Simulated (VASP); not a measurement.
# GaP (F-43m) in VASP: settings compared, part 3 of 3

VASP 6.6.1. Earlier steps stand in the parts before.

**5. Single point, PBE**

The input, INCAR:

```
ALGO = Normal ; EDIFF = 1E-7
ENCUT = 520 ; GGA = PE
ISIF = 2 ; ISMEAR = -1
LASPH = T ; LCHARG = F
LREAL = F ; LWAVE = F
NBANDS = 16 ; NELM = 100
PREC = Accurate ; SIGMA = 0.05
```

The input, KPOINTS:

```
k-points
0
Gamma
  8 8 8
```

The input, POSCAR:

```
GaP
1.0
    0.0000000000      2.7252500000      2.7252500000
    2.7252500000      0.0000000000      2.7252500000
    2.7252500000      2.7252500000      0.0000000000
Ga P
1 1
Direct
    0.0000000000      0.0000000000      0.0000000000
    0.7500000000      0.7500000000      0.7500000000
```

Command:

```console
cat potpaw_PBE.64/Ga_d/POTCAR potpaw_PBE.64/P/POTCAR > POTCAR
mpirun -np 1 vasp_std > vasp.out
```

It took 15 s on 1 thread of Intel Xeon 6975P-C (Granite Rapids), shared host; peak memory 0.17 GiB.

The run converged. Its results:

- Free energy: -9.1161 eV
- Pressure: 2.5 GPa
- Band gap on the k mesh: 1.64 eV, indirect (least direct gap 1.83 eV)

Levels at points of the mesh, in eV from the valence-band top:
| k point | band 6 | band 7 | band 8 | band 9 | band 10 | band 11 | band 12 | band 13 |
| --- | --- | --- | --- | --- | --- | --- | --- | --- |
| (0.00, 0.00, 0.00) | -12.49 | 0.00 | 0.00 | 0.00 | 1.83 | 3.89 | 3.89 | 3.89 |
| (0.50, 0.00, 0.00) | -10.43 | -6.63 | -1.12 | -1.12 | 1.67 | 4.72 | 4.72 | 8.29 |
| (0.50, 0.50, 0.00) | -9.53 | -6.75 | -2.68 | -2.68 | 1.65 | 1.82 | 10.60 | 10.60 |

**6. Single point, BLYP, non-collinear spin, zero start, spin-orbit coupling**

The input, INCAR:

```
AGGAC = 1.0
AGGAX = 1.0
ALDAC = 0.0
ALDAX = 1.0
ALGO = Fast
EDIFF = 1E-6
ENCUT = 520
GGA = B5
GGA_COMPAT = False
ISIF = 2
ISMEAR = 0
LASPH = True
LCHARG = True
LORBIT = 11
LORBMOM = True
LREAL = False
LSORBIT = True
LVHAR = True
LWAVE = False
MAGMOM = 0 0 0 0 0 0
NBANDS = 30
NELM = 150
PREC = Accurate
SIGMA = 0.01
```

KPOINTS is that of step 5.

POSCAR is that of step 5.

Potentials or basis: VASP PAW PBE potentials, release 64 (Ga_d, P).

Command:

```console
cat potpaw_PBE.64/Ga_d/POTCAR potpaw_PBE.64/P/POTCAR > POTCAR
mpirun -np 1 vasp_ncl > vasp.out
```

OUTCAR:

```text
EDIFF = 1E-6
   ENCUT = 520
   GGA = B5
   ISIF = 2
   ISMEAR = 0
   LASPH = True
   LORBIT = 11
   LREAL = False
   LSORBIT = True
   NELM = 150
   PREC = Accurate

 ion  position               nearest neighbor table
   1  0.000  0.000  0.000-   2 2.36   2 2.36   2 2.36   2 2.36
   2  0.750  0.750  0.750-   1 2.36   1 2.36   1 2.36   1 2.36

  LATTYP: Found a face centered cubic cell.
 ALAT       =     5.4505000000

  Lattice vectors:

 A1 = (   0.0000000000,   2.7252500000,   2.7252500000)
 A2 = (   2.7252500000,   0.0000000000,   2.7252500000)
 A3 = (   2.7252500000,   2.7252500000,   0.0000000000)

Analysis of symmetry for initial positions (statically):
=====================================================================
 Subroutine PRICEL returns:
 Original cell was already a primitive cell.

 Routine SETGRP: Setting up the symmetry group for a
 face centered cubic supercell.

 Subroutine GETGRP returns: Found 24 space group operations
 (whereof 24 operations were pure point group operations)
 out of a pool of 48 trial point group operations.

The static configuration has the point symmetry T_d .

Analysis of symmetry for dynamics (positions and initial velocities):
=====================================================================
 Subroutine PRICEL returns:
 Original cell was already a primitive cell.

 Routine SETGRP: Setting up the symmetry group for a
 face centered cubic supercell.

 Subroutine GETGRP returns: Found 24 space group operations
 (whereof 24 operations were pure point group operations)
 out of a pool of 48 trial point group operations.

The dynamic configuration has the point symmetry T_d .

Analysis of structural, dynamic, and magnetic symmetry:
=====================================================================
 Subroutine PRICEL returns:
 Original cell was already a primitive cell.

 Routine SETGRP: Setting up the symmetry group for a
 face centered cubic supercell.

[... 1001 lines left out ...]

 orbital moment (y)

 # of ion     p       d       tot
 ----------------------------------------
  1        -0.000  -0.000  -0.000
  2        -0.000   0.000  -0.000
 ----------------------------------------
           -0.000  -0.000  -0.000

 orbital moment (z)

 # of ion     p       d       tot
 ----------------------------------------
  1        -0.000   0.000  -0.000
  2         0.000   0.000   0.000
 ----------------------------------------
           -0.000   0.000  -0.000

 Spin-Orbit-Coupling matrix elements

 Ion:    1  E_soc:     -0.0119960
 l=   1
     0.0000000    -0.0011462    -0.0011462
    -0.0011462     0.0000000    -0.0011462
    -0.0011462    -0.0011462     0.0000000
 l=   2
     0.0000000    -0.0001741     0.0000000    -0.0001741    -0.0006790
    -0.0001741     0.0000000    -0.0005093    -0.0001741    -0.0001698
     0.0000000    -0.0005093     0.0000000    -0.0005093     0.0000000
    -0.0001741    -0.0001741    -0.0005093     0.0000000    -0.0001698
    -0.0006790    -0.0001698     0.0000000    -0.0001698     0.0000000
 l=   3
     0.0000000     0.0000000     0.0000000     0.0000000     0.0000000     0.0000000     0.0000000
     0.0000000     0.0000000     0.0000000     0.0000000     0.0000000     0.0000000     0.0000000
     0.0000000     0.0000000     0.0000000     0.0000000     0.0000000     0.0000000     0.0000000
     0.0000000     0.0000000     0.0000000     0.0000000     0.0000000     0.0000000     0.0000000
     0.0000000     0.0000000     0.0000000     0.0000000     0.0000000     0.0000000     0.0000000
     0.0000000     0.0000000     0.0000000     0.0000000     0.0000000     0.0000000     0.0000000
     0.0000000     0.0000000     0.0000000     0.0000000     0.0000000     0.0000000     0.0000000

 Ion:    2  E_soc:     -0.0009270
 l=   1
     0.0000000    -0.0001545    -0.0001545
    -0.0001545     0.0000000    -0.0001545
    -0.0001545    -0.0001545     0.0000000
 l=   2
     0.0000000     0.0000000     0.0000000     0.0000000     0.0000000
     0.0000000     0.0000000     0.0000000     0.0000000     0.0000000
     0.0000000     0.0000000     0.0000000     0.0000000     0.0000000
     0.0000000     0.0000000     0.0000000     0.0000000     0.0000000
     0.0000000     0.0000000     0.0000000     0.0000000     0.0000000
 l=   3
     0.0000000     0.0000000     0.0000000     0.0000000     0.0000000     0.0000000     0.0000000
     0.0000000     0.0000000     0.0000000     0.0000000     0.0000000     0.0000000     0.0000000
     0.0000000     0.0000000     0.0000000     0.0000000     0.0000000     0.0000000     0.0000000
     0.0000000     0.0000000     0.0000000     0.0000000     0.0000000     0.0000000     0.0000000
     0.0000000     0.0000000     0.0000000     0.0000000     0.0000000     0.0000000     0.0000000
     0.0000000     0.0000000     0.0000000     0.0000000     0.0000000     0.0000000     0.0000000
     0.0000000     0.0000000     0.0000000     0.0000000     0.0000000     0.0000000     0.0000000

 total charge

# of ion       s       p       d       tot
------------------------------------------
    1        0.871   0.846  10.014  11.731
    2        1.026   1.539   0.000   2.565
--------------------------------------------------
tot          1.897   2.385  10.014  14.296

 magnetization (x)

# of ion       s       p       d       tot
------------------------------------------
    1        0.000   0.000  -0.000   0.000
    2       -0.000  -0.000   0.000  -0.000
--------------------------------------------------
tot          0.000  -0.000  -0.000  -0.000

 magnetization (y)

# of ion       s       p       d       tot
------------------------------------------
    1        0.000   0.000   0.000   0.000
    2        0.000   0.000   0.000   0.000
--------------------------------------------------
tot          0.000   0.000   0.000   0.000

 magnetization (z)

# of ion       s       p       d       tot
------------------------------------------
    1        0.000  -0.000   0.000  -0.000
    2        0.000   0.000   0.000   0.000
--------------------------------------------------
tot          0.000   0.000   0.000   0.000
```

Run time: 1.9 min. Hardware: 1 thread of Intel Xeon Platinum 8559C (Emerald Rapids), shared host; peak memory 0.32 GiB.

What came out:

* Free energy: -7.7533 eV
* Pressure: 6.3 GPa
* Net moment: 0.00 μB per cell
* Valence electrons inside the program's atomic spheres: Ga 11.73; P 2.56

Moments on the atoms (μB; x, y, z):
```
Ga  0.00 0.00 0.00
P   0.00 0.00 0.00
```

Caveat: the PAW data sets were made with another functional, which shifts forces and pressure a little.

**7. Overview**

```csv
level,spin,k mesh,smearing,mesh quality,gap on the mesh (eV),pressure (GPa)
PBE,off,8 × 8 × 8,gaussian 0.012 eV,not flagged,1.64,2.5
PBE,off,4 × 4 × 4,fermi-dirac 0.04 eV,coarse,1.63,2.8
RPBE,off,8 × 8 × 8,gaussian 0.1 eV,not flagged,1.73,4.4
PBE,off,8 × 8 × 8,fermi-dirac 0.05 eV,not flagged,1.64,2.5
BLYP,"non-collinear, zero start, SOC",8 × 8 × 8,gaussian 0.01 eV,not flagged,-,6.3
```

Alike in all rows: task single point; potentials or basis VASP PAW PBE potentials, release 64 (Ga_d, P); cell as given; cutoff (eV) 520.

Caveats: some runs use coarse meshes; the PAW data sets were made with another functional, which shifts forces and pressure a little (some runs).

Absolute energies hang on the potentials; compare differences alone.

**8. Comparison with measurements**

Step 2. Against the measured gap of GaP, 2.34 eV (indirect; 10 K; quoted in “Stacking defects in GaP nanowires: Electronic structure and optical properties”, 2018, arxiv:1810.01194), the calculated 1.64 eV is off by -0.70 eV. Spin-orbit coupling on Ga is left out. The value is that of PBE on a finite k mesh, which can miss the band edges, without temperature or zero-point motion. Semilocal functionals fall short of measured gaps as a rule.

Step 4. A measured gap of GaP is 2.34 eV (indirect; 10 K; quoted in “Stacking defects in GaP nanowires: Electronic structure and optical properties”, 2018, arxiv:1810.01194); the calculated 1.73 eV misses it by -0.61 eV. Spin-orbit coupling on Ga is left out. The value is that of RPBE on a finite k mesh, which can miss the band edges, without temperature or zero-point motion. Semilocal functionals fall short of measured gaps as a rule.

Step 5. Measured gap of GaP: 2.34 eV (indirect; 10 K; quoted in “Stacking defects in GaP nanowires: Electronic structure and optical properties”, 2018, arxiv:1810.01194). This calculation gives 1.64 eV (-0.70 eV). Spin-orbit coupling on Ga is left out. The value is that of PBE on a finite k mesh, which can miss the band edges, without temperature or zero-point motion. Semilocal functionals fall short of measured gaps as a rule.
